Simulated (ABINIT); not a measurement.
# ZnO (zincite) (P6_3mc) in ABINIT: single point with PBE

Aim: the single point of ZnO (zincite) with PBE.

Program: ABINIT 10.8.3 (patched build). These are calculated values, not measurements. Logs are shortened: lines on timing, memory, paths and dates and some standing lists are left out, and cuts for length are marked. The log counts tension as positive stress, the text compression.

**What was measured.**

From “Electronic structure of alkaline earth and post-transition metal oxides”, 2009, arxiv:0908.1581, for a bulk crystal of ZnO: band gap 3.37 eV.

The results are compared with them further down.

### 1 The crystal as given

It takes space group P6_3mc (No. 186, hexagonal). The conventional cell has a = 3.249 Å, b = 3.249 Å, c = 5.206 Å, α = 90.00°, β = 90.00°, γ = 120.00°. Zn (site symmetry 3m) is surrounded by 4 O at 1.97 to 1.98 Å. O (site symmetry 3m) is surrounded by 4 Zn at 1.97 to 1.98 Å.

### 2 Single point, PBE

run.abi reads:

```
pp_dirpath "./"
pseudos "Zn.upf, O.upf"

acell 3*1.0 Angstrom
rprim
     3.2493080000     0.0000000000     0.0000000000
    -1.6246540000     2.8139832727     0.0000000000
     0.0000000000     0.0000000000     5.2057090000
ntypat 2
znucl 30 8
natom 4
typat 1 1 2 2
xred
     0.6666666667     0.3333333333     0.0000000000
     0.3333333333     0.6666666667     0.5000000000
     0.3333333333     0.6666666667     0.8790100000
     0.6666666667     0.3333333333     0.3790100000

ecut 38.0

kptopt 1
ngkpt 7 7 4
nshiftk 1
shiftk 0.0 0.0 0.0

ixc 11

nband 32
occopt 3
tsmear 0.05 eV

nstep 100
tolvrs 1.0e-10

iomode 3
prtwf 0
prteig 0
prtebands 0
enunit 1
prtden 1
prtvha 1
prtvclmb 1
prtpot 1
prtelf 1
```

Potentials or basis: PseudoDojo NC SR PBE v0.4.1 standard.

Launch:

```
$ abinit run.abi > log 2>&1
```

run.abo:

```text
.Version 10.8.3 of ABINIT
 Symmetries : space group P6_3 m c (#186); Bravais hP (primitive hexag.)
================================================================================
 Values of the parameters that define the memory need of the present run
     intxc =       0    ionmov =       0      iscf =       7    lmnmax =       6
     lnmax =       6     mgfft =      60  mpssoang =       3    mqgrid =    3001
     natom =       4  nloc_mem =       1    nspden =       1   nspinor =       1
    nsppol =       1      nsym =      12    n1xccc =    2501    ntypat =       2
    occopt =       3   xclevel =       2
       mpw =        3626          nfft =       77760          nkpt =          24
================================================================================
================================================================================

--------------------------------------------------------------------------------
------------- Echo of variables that govern the present computation ------------
--------------------------------------------------------------------------------
 -outvars: echo values of preprocessed input variables --------
            acell      1.8897261259E+00  1.8897261259E+00  1.8897261259E+00 Bohr
              amu      6.53900000E+01  1.59994000E+01
             ecut      3.80000000E+01 Hartree
           enunit           1
              ixc          11
         kptrlatt        7    0    0      0    7    0      0    0    4
          kptrlen      3.93494572E+01
            natom           4
            nband          32
            ngfft          36      36      60
             nkpt          24
            nstep         100
             nsym          12
           ntypat           2
           occopt           3
        prtebands           0
           prteig           0
           prtelf           1
           prtpot           1
         prtvclmb           1
           prtvha           1
            prtwf           0
            rprim      3.2493080000E+00  0.0000000000E+00  0.0000000000E+00
                      -1.6246540000E+00  2.8139832727E+00  0.0000000000E+00
                       0.0000000000E+00  0.0000000000E+00  5.2057090000E+00
          spgroup         186
           tolvrs      1.00000000E-10
           tsmear      1.83746611E-03 Hartree
            typat      1  1  2  2
           xangst      1.6246540000E+00  9.3799442423E-01  0.0000000000E+00
                       6.5619490340E-17  1.8759888485E+00  2.6028545000E+00
                       6.5619490340E-17  1.8759888485E+00  4.5758702681E+00
                       1.6246540000E+00  9.3799442423E-01  1.9730157681E+00
            xcart      3.0701511094E+00  1.7725525694E+00  0.0000000000E+00
                       1.2400286527E-16  3.5451051389E+00  4.9186821506E+00
                       1.2400286527E-16  3.5451051389E+00  8.6471415944E+00
                       3.0701511094E+00  1.7725525694E+00  3.7284594438E+00
             xred      6.6666666667E-01  3.3333333333E-01  0.0000000000E+00
                       3.3333333333E-01  6.6666666667E-01  5.0000000000E-01
                       3.3333333333E-01  6.6666666667E-01  8.7901000000E-01
                       6.6666666667E-01  3.3333333333E-01  3.7901000000E-01
            znucl       30.00000    8.00000

================================================================================

 chkinp: Checking input parameters for consistency.

================================================================================
== DATASET  1 ==================================================================

--- !DatasetInfo
iteration_state: {dtset: 1, }
dimensions: {natom: 4, nkpt: 24, mband: 32, nsppol: 1, nspinor: 1, nspden: 1, mpw: 3626, }
cutoff_energies: {ecut:  38.0, pawecutdg:  -1.0, }
electrons: {nelect:   5.20000000E+01, charge:   0.00000000E+00, occopt:   3.00000000E+00, tsmear:   1.83746611E-03, }
meta: {optdriver: 0, ionmov: 0, optcell: 0, iscf: 7, paral_kgb: 0, }
...

 Exchange-correlation functional for the present dataset will be:
  GGA: Perdew-Burke-Ernzerhof functional - ixc=11
  J.P.Perdew, K.Burke, M.Ernzerhof, PRL 77, 3865 (1996)

 Real(R)+Recip(G) space primitive vectors, cartesian coordinates (Bohr,Bohr^-1):
 R(1)=  6.1403022  0.0000000  0.0000000  G(1)=  0.1628584  0.0940264  0.0000000
 R(2)= -3.0701511  5.3176577  0.0000000  G(2)=  0.0000000  0.1880527  0.0000000
 R(3)=  0.0000000  0.0000000  9.8373643  G(3)=  0.0000000  0.0000000  0.1016532
 Unit cell volume ucvol=  3.2120987E+02 bohr^3
 Angles (23,13,12)=  9.00000000E+01  9.00000000E+01  1.20000000E+02 degrees

 getcut: wavevector=  0.0000  0.0000  0.0000  ngfft=  36  36  60
[... 59 lines left out ...]
iteration_state: {dtset: 1, }
comment   : Summary of ground state results
lattice_vectors:
- [  6.1403022,   0.0000000,   0.0000000, ]
- [ -3.0701511,   5.3176577,   0.0000000, ]
- [  0.0000000,   0.0000000,   9.8373643, ]
lattice_lengths: [   6.14030,    6.14030,    9.83736, ]
lattice_angles: [ 90.000,  90.000, 120.000, ] # degrees, (23, 13, 12)
lattice_volume:   3.2120987E+02
convergence: {deltae: -2.387E-12, res2:  6.870E-11, residm:  4.611E-06, diffor: null, }
etotal    :  -4.51209856E+02
entropy   :   0.00000000E+00
fermie    :   1.68272786E-01
cartesian_stress_tensor: # hartree/bohr^3
- [ -9.61074929E-05,   0.00000000E+00,   0.00000000E+00, ]
- [  0.00000000E+00,  -9.61074924E-05,   0.00000000E+00, ]
- [  0.00000000E+00,   0.00000000E+00,  -1.52260881E-04, ]
pressure_GPa:   3.3783E+00
xred      :
- [  6.6667E-01,   3.3333E-01,   0.0000E+00, Zn]
- [  3.3333E-01,   6.6667E-01,   5.0000E-01, Zn]
- [  3.3333E-01,   6.6667E-01,   8.7901E-01,  O]
- [  6.6667E-01,   3.3333E-01,   3.7901E-01,  O]
cartesian_forces: # hartree/bohr
- [  6.13927976E-28,  -6.63330631E-27,  -1.37619767E-03, ]
- [ -2.19259991E-27,   1.46844185E-27,  -1.37619767E-03, ]
- [  9.64743962E-28,   2.68370408E-27,   1.37619767E-03, ]
- [  6.13927976E-28,   2.48116037E-27,   1.37619767E-03, ]
force_length_stats: {min:   1.37619767E-03, max:   1.37619767E-03, mean:   1.37619767E-03, }
...

 Integrated electronic density in atomic spheres:
 ------------------------------------------------
 Atom  Sphere_radius  Integrated_density
    1        2.00000         18.17143783
    2        2.00000         18.17143783
    3        2.00000          6.25194482
    4        2.00000          6.25194482
================================================================================

 ----iterations are completed or convergence reached----

 Mean square residual over all n,k,spin=   82.759E-10; max=  46.108E-07
 reduced coordinates (array xred) for    4 atoms
       0.666666666667      0.333333333333      0.000000000000
       0.333333333333      0.666666666667      0.500000000000
       0.333333333333      0.666666666667      0.879010000000
       0.666666666667      0.333333333333      0.379010000000
 rms dE/dt=  7.8167E-03; max dE/dt=  1.3395E-02; dE/dt below (all hartree)
    1       0.000000000000      0.000000000000      0.013394641192
    2       0.000000000000      0.000000000000      0.013394641192
    3      -0.000000000000      0.000000000000     -0.013681674382
    4       0.000000000000      0.000000000000     -0.013681674382

 cartesian coordinates (angstrom) at end:
    1      1.62465400000000     0.93799442423333     0.00000000000000
    2      0.00000000000000     1.87598884846667     2.60285450000000
    3      0.00000000000000     1.87598884846667     4.57587026809000
    4      1.62465400000000     0.93799442423333     1.97301576809000

 cartesian forces (hartree/bohr) at end:
    1      0.00000000000000    -0.00000000000000    -0.00137619766557
    2     -0.00000000000000     0.00000000000000    -0.00137619766557
    3      0.00000000000000     0.00000000000000     0.00137619766557
    4      0.00000000000000     0.00000000000000     0.00137619766557
 frms,max,avg= 7.9454809E-04 1.3761977E-03   0.000E+00  0.000E+00  1.459E-05 h/b

 cartesian forces (eV/Angstrom) at end:
    1      0.00000000000000    -0.00000000000000    -0.07076692926779
    2     -0.00000000000000     0.00000000000000    -0.07076692926779
    3      0.00000000000000     0.00000000000000     0.07076692926779
    4      0.00000000000000     0.00000000000000     0.07076692926779
 frms,max,avg= 4.0857306E-02 7.0766929E-02   0.000E+00  0.000E+00  7.502E-04 e/A
 length scales=  1.889726125908  1.889726125908  1.889726125908 bohr
              =  1.000000000000  1.000000000000  1.000000000000 angstroms
 Fermi (or HOMO) energy (eV) =   4.57894   Average Vxc (eV)= -11.22125
 Eigenvalues (   eV  ) for nkpt=  24  k points:
 kpt#   1, nband= 32, wtk=  0.00510, kpt=  0.0000  0.0000  0.0000 (reduced coord)
-119.33732 -119.33714  -73.52401  -73.52083  -73.52078  -73.52078  -73.52014  -73.52014
 -13.87129  -13.13796   -1.58902   -1.58902   -1.54953   -1.44822   -1.39390   -1.39390
  -0.45101   -0.45101   -0.23879   -0.23879    0.04101    3.31172    3.31172    4.04592
   4.11460    4.11460    4.98533    9.40712   12.41497   17.04684   17.04684   18.30879
 prteigrs : prtvol=0 or 1, do not print more k-points.

--- !EnergyTerms
iteration_state     : {dtset: 1, }
comment             : Components of total free energy in Hartree
kinetic             :  2.07621557787681E+02
hartree             :  1.63220674778449E+02
xc                  : -5.34088716051683E+01
Ewald energy        : -2.53713067185144E+02
psp_core            :  1.06448103527589E+01
local_psp           : -4.23741409845854E+02
non_local_psp       : -1.01833550166760E+02
internal            : -4.51209855884037E+02
'-kT*entropy'       : -1.12734731555616E-07
total_energy        : -4.51209855996772E+02
total_energy_eV     : -1.22780456695216E+04
band_energy         : -5.16604373424888E+01
...

 Cartesian components of stress tensor (hartree/bohr^3)
  sigma(1 1)= -9.61074929E-05  sigma(3 2)=  0.00000000E+00
  sigma(2 2)= -9.61074924E-05  sigma(3 1)=  0.00000000E+00
  sigma(3 3)= -1.52260881E-04  sigma(2 1)=  0.00000000E+00

-Cartesian components of stress tensor (GPa)         [Pressure=  3.3783E+00 GPa]
- sigma(1 1)= -2.82758006E+00  sigma(3 2)=  0.00000000E+00
- sigma(2 2)= -2.82758005E+00  sigma(3 1)=  0.00000000E+00
- sigma(3 3)= -4.47966979E+00  sigma(2 1)=  0.00000000E+00

== END DATASET(S) ==============================================================
================================================================================

 -outvars: echo values of variables after computation  --------
            acell      1.8897261259E+00  1.8897261259E+00  1.8897261259E+00 Bohr
           etotal     -4.5120985600E+02
            fcart      6.1392797588E-28 -6.6333063086E-27 -1.3761976656E-03
                      -2.1925999138E-27  1.4684418546E-27 -1.3761976656E-03
                       9.6474396209E-28  2.6837040790E-27  1.3761976656E-03
                       6.1392797588E-28  2.4811603750E-27  1.3761976656E-03
            rprim      3.2493080000E+00  0.0000000000E+00  0.0000000000E+00
                      -1.6246540000E+00  2.8139832727E+00  0.0000000000E+00
                       0.0000000000E+00  0.0000000000E+00  5.2057090000E+00
           strten     -9.6107492875E-05 -9.6107492405E-05 -1.5226088130E-04
                       0.0000000000E+00  0.0000000000E+00  0.0000000000E+00
           xangst      1.6246540000E+00  9.3799442423E-01  0.0000000000E+00
                       6.5619490340E-17  1.8759888485E+00  2.6028545000E+00
                       6.5619490340E-17  1.8759888485E+00  4.5758702681E+00
                       1.6246540000E+00  9.3799442423E-01  1.9730157681E+00
             xred      6.6666666667E-01  3.3333333333E-01  0.0000000000E+00
                       3.3333333333E-01  6.6666666667E-01  5.0000000000E-01
                       3.3333333333E-01  6.6666666667E-01  8.7901000000E-01
                       6.6666666667E-01  3.3333333333E-01  3.7901000000E-01
 Calculation completed.
```

Wall time 3.5 min (1 thread of Intel Xeon at 2.70GHz, shared host); peak memory 0.11 GiB.

What came out:

* Free energy: -12278.0457 eV
* Largest force: 0.071 eV/Å
* Band gap on the k mesh: 0.87 eV, direct
* Valence electrons inside the program's atomic spheres: Zn 18.17; O 6.25

Forces on the atoms (eV/Å):
```
Zn   0.000  0.000 -0.071
Zn   0.000  0.000 -0.071
O    0.000  0.000  0.071
O    0.000  0.000  0.071
```

Levels at points of the mesh, in eV from the valence-band top:
| k point | band 22 | band 23 | band 24 | band 25 | band 26 | band 27 | band 28 | band 29 | band 30 | band 31 |
| --- | --- | --- | --- | --- | --- | --- | --- | --- | --- | --- |
| (0.00, 0.00, 0.00) | -0.80 | -0.80 | -0.07 | 0.00 | 0.00 | 0.87 | 5.29 | 8.30 | 12.93 | 12.93 |
| (0.00, 0.00, 0.50) | -2.23 | -0.40 | -0.40 | -0.40 | -0.40 | 3.52 | 3.52 | 10.19 | 10.19 | 13.21 |

Caveat: the cutoff is too short for stress, so the log's stress isn't used.

### 3 Comparison with measurements

Step 2. A measured gap of ZnO is 3.37 eV (quoted in “Electronic structure of alkaline earth and post-transition metal oxides”, 2009, arxiv:0908.1581); the calculated 0.87 eV misses it by -2.50 eV. So large a miss can be the level of theory's own, or it may mean another phase, state or a wrong row. The value is that of PBE, without temperature or zero-point motion. Semilocal functionals fall short of measured gaps as a rule.
